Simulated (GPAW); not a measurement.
Runs of GPAW 26.7.0 on ZnO (zincite). It takes space group P6_3mc (No. 186, hexagonal). The conventional cell has a = 3.249 Å, b = 3.249 Å, c = 5.206 Å, α = 90.00°, β = 90.00°, γ = 120.00°. Zn (site symmetry 3m) is surrounded by 4 O at 1.97 to 1.98 Å. Around O (site symmetry 3m) lie 4 Zn at 1.97 to 1.98 Å. 

```tsv
level	k mesh	fmax	eigensolver	gap on the mesh (eV)	pressure (GPa)	relaxed volume (Å³/atom)	largest force (eV/Å)
PBEsol+D3	6 × 6 × 4	0.02 eV/Å	-	0.72	0.0	11.65	-
PBEsol	6 × 6 × 4	0.02 eV/Å	-	0.70	0.0	(a)	-
BLYP	6 × 6 × 3	0.05 eV/Å	davidson	0.84	0.1	12.54	0.04
PBEsol+D3(BJ)+ATM	6 × 6 × 4	0.02 eV/Å	-	0.72	-0.1	(b)	-
PBEsol+D3(BJ)	6 × 6 × 4	0.02 eV/Å	-	0.72	-0.1	11.57	0.01
```

Alike in all rows: task relaxation of cell and atoms; potentials or basis PAW data sets generated in the run's folder for this functional, pw; no spin polarisation; cell relaxed; cutoff (eV) 800; smearing fermi-dirac 0.05 eV.

Fill in the values left out.

(a) 11.77; (b) 11.61.

Caveats: later steps reuse the first step's grids.

